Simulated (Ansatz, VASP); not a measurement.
**Two plane-wave programs on Sb**

Contents of INCAR:

```
SYSTEM = Sb
PREC = Accurate ; ENCUT = 520
EDIFF = 1E-7 ; ISMEAR = -1
SIGMA = 0.05 ; LREAL = .False.
LASPH = .True. ; NELM = 80
ALGO = Normal ; ISIF = 2
LWAVE = .False. ; LCHARG = .False.
GGA = PS ; NBANDS = 8
```

File KPOINTS:

```
regular mesh
0
Gamma
  12 12 12
  0 0 0
```

POSCAR

```
Sb
1.0
   -1.5972865120      1.5972865120      2.7476259243
    1.5972865120     -1.5972865120      2.7476259243
    1.5972865120      1.5972865120     -2.7476259243
Sb
1
Direct
    0.0000000000      0.0000000000      0.0000000000
```

File input.yaml:

```yaml
crystal:
  lattice:
    - [-1.597286512, 1.597286512, 2.7476259243]
    - [1.597286512, -1.597286512, 2.7476259243]
    - [1.597286512, 1.597286512, -2.7476259243]
  atoms:
    - { symbol: Sb, position: [0.0, 0.0, 0.0] }
hamiltonian:
  xc: pbesol
  pseudopotentials: { kind: paw }
kpoints:
  mp_grid: { grid: [12, 12, 12] }
scf:
  occupations: { method: fermi_dirac, width: 0.05 }
output:
  forces: true
  stress: true
  eigenvalues: true
  write_density: true
  write_potential: true
  elf: true
  volumetric_format: npy
```

Change from the starting cell: volume scaled by 1.04.

Alike in both runs: task single point; functional PBEsol; k mesh 12 × 12 × 12; occupations fermi-dirac, width 0.05 eV; no spin polarisation.

```csv
,VASP,Ansatz
version,VASP 6.6.1,Ansatz 0.2.0
potentials or method,"VASP PAW PBE potentials, release 64 (Sb)",Ansatz PAW
plane-wave cutoff (eV),520,420
valence electrons in the cell,5,15
```

|  | VASP | Ansatz | Ansatz less VASP |
| --- | --- | --- | --- |
| gap on the k mesh at the Fermi level (eV) | none | none | - |
| pressure (GPa) | -3.5 | -3.5 | +0.01 |
| largest component of the traceless stress (GPa) | 0.06 | 0.03 | -0.031 |

A gap of «none» marks a metal or a gap that the smearing closes. The functional is the same, so the differences come from potentials, cutoffs and numerics. The two sets of potentials don't hold the same shells in valence.

Caveats: the PAW data sets were made with another functional, which shifts forces and pressure a little (VASP); the PAW data sets come from PBE, with cores solved anew for the run's functional, which leaves a small shift of forces and pressure (Ansatz). Spin-orbit coupling is left out, which matters for the levels of Sb.
